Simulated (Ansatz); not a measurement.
**Relaxing Ga in the fcc type**

First guess:

```xyz
1
Lattice="0.0000 1.8155 1.8155 1.8155 0.0000 1.8155 1.8155 1.8155 0.0000" Properties=species:S:1:pos:R:3 pbc="T T T"
Ga    0.0000    0.0000    0.0000
```

These are results of Ansatz 0.2.0, DFT, PBE, PAW with Ansatz's default frozen-core files, scalar-relativistic, not measurements.

Cell and atoms relax within the symmetry of the start on a 17×17×17 k mesh with 0.05 eV Fermi–Dirac smearing.

The start is built from a prototype, known or not as a phase of this compound; the cutoff is 420 eV.

Task: What is the pressure of the first guess?

Result: 67.0 GPa.

Task: What does it relax to?

Result: a = 4.235 Å, b = 4.235 Å, c = 4.235 Å, α = 90.00°, β = 90.00°, γ = 90.00° (conventional cell), 18.99 Å³ per atom:
```
CELL_PARAMETERS angstrom
0.00000 2.11742 2.11742
2.11742 0.00000 2.11742
2.11742 2.11742 0.00000
ATOMIC_POSITIONS crystal
Ga 0.00000 0.00000 0.00000
```

Task: How much energy does the relaxation release?

Result: 933 meV/atom.
